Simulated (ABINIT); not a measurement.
Runs of ABINIT 10.8.3 (patched build) on TePb. Symmetry: Fm-3m, No. 225, cubic system. Conventional cell: a = 6.462 Å, b = 6.462 Å, c = 6.462 Å, α = 90.00°, β = 90.00°, γ = 90.00°. Pb (site symmetry m-3m) has 6 Te at 3.23 Å as nearest neighbours. Te (site symmetry m-3m) is surrounded by 6 Pb at 3.23 Å. 

```csv
task,level,potentials or basis,cell,k mesh,cutoff (eV),fine-grid cutoff,cell freedom (optcell),optimiser (ionmov),cutoff smearing ecutsm (Ha),force stop (Ha/bohr),mesh quality,pressure (GPa),V0 of scaled cells (Å³/atom),B0 (GPa)
equation of state,SOGGA,JTH PAW PBE v2.0 sp,as given,7 × 7 × 7,408,816.342 eV,-,-,-,-,not flagged,-,(c),48
relaxation of cell and atoms,PBE,PseudoDojo NC SR PBE v0.4.1 standard,relaxed,5 × 5 × 5,925,-,2,22,0.5,2e-05,not flagged,0.0,-,-
equation of state,revPBE+D3,JTH PAW PBE v2.0,as given,7 × 7 × 7,599,1197.3 eV,-,-,-,-,not flagged,-,34.92,(b)
equation of state,LDA,JTH PAW LDA v2.0,as given,7 × 7 × 7,463,925.187 eV,-,-,-,-,not flagged,-,32.43,48
band structure,OLYP,JTH PAW PBE v2.0 sp,as given,7 × 7 × 7,408,816.342 eV,-,-,-,-,not flagged,3.0,-,-
equation of state,PBE+D3(BJ),JTH PAW PBE v2.0,as given,7 × 7 × 7,599,1197.3 eV,-,-,-,-,not flagged,-,33.83,(a)
equation of state,LDA-PZ,JTH PAW LDA v2.0,as given,7 × 7 × 7,463,925.187 eV,-,-,-,-,not flagged,-,32.44,48
```

Alike in all rows: no spin polarisation; smearing fermi-dirac 0.05 eV.

Estimate the missing entries.

(a) 42; (b) 36; (c) 32.97.

Caveats: pressures at fixed basis lie under the slope of the energies (some runs); the PAW data sets were made with another functional, which shifts forces and pressure a little (some runs); this set keeps more shells in the core, which shifts pressures and gaps (some runs).

Not every run made on this cell is shown here.
